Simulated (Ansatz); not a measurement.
# TiC2: the cost of one run

Method: DFT PBE, scalar-relativistic, plane waves, PAW, in Ansatz 0.2.0.

2 further runs of the same task are left out: 2 set aside as unsound or not needed.

### 1 The structure to begin with

The structure is orthorhombic, space group Fddd (No. 70). The conventional cell has a = 4.808 Å, b = 8.270 Å, c = 8.559 Å, α = 90.00°, β = 90.00°, γ = 90.00°. Ti (site symmetry 222) has 10 Si at 2.56 to 2.79 Å as nearest neighbours. Around Si (site symmetry 2) lie 5 Si at 2.53 to 2.80 Å and 5 Ti at 2.56 to 2.79 Å.

Structure file:

```xyz
6
Lattice="0.0000 4.1352 4.2796 2.4039 0.0000 4.2796 2.4039 4.1352 0.0000" Properties=species:S:1:pos:R:3 pbc="T T T"
Ti    3.6058    6.2028    6.4194
Ti    2.4039    4.1352    4.2796
Si    1.2019    0.7181    2.1398
Si    1.2019    3.4171    2.1398
Si    2.4039    1.3495    4.2796
Si    2.4039    6.9208    4.2796
```

It is the result of an earlier relaxation at this level (volume 14.18 Å³/atom; gap on the mesh: none (metal)).

### 2 The substitution Si → C

TiC2 starts from the relaxed positions of TiSi2, with all lengths scaled by 0.875, a guess from tabulated radii.

### 3 A first look at the start (TiC2)

input.yaml

```yaml
crystal:
  lattice:
    - [0.0, 3.6201815343, 3.7466122404]
    - [2.1044886736, 0.0, 3.7466122404]
    - [2.1044886736, 3.6201815343, 0.0]
  atoms:
    - { symbol: Ti, position: [0.75, 0.75, 0.75] }
    - { symbol: Ti, position: [0.5, 0.5, 0.5] }
    - { symbol: C, position: [0.0868244587, 0.4131755413, 0.0868244587] }
    - { symbol: C, position: [0.4131755413, 0.0868244587, 0.4131755413] }
    - { symbol: C, position: [0.1631755413, 0.8368244587, 0.1631755413] }
    - { symbol: C, position: [0.8368244587, 0.1631755413, 0.8368244587] }
basis:
  ecutwfc: 420
kpoints:
  mp_grid: { grid: [6, 6, 6] }
hamiltonian:
  xc: pbe
scf:
  occupations: { method: gaussian, width: 0.1 }
output:
  forces: true
  stress: true
  eigenvalues: true
```

Started as:

```console
$ ansatz run input.yaml --threads 1 --pin off --max-ram 2560MiB --backend cpu --events-out ev --progress --plain --runs-dir out
```

**Question.** How long does this run take on 1 thread of Intel Xeon Platinum 8488C (Sapphire Rapids), shared host, and how much memory does it need?

About 3.7 s, with a peak of 0.41 GiB.
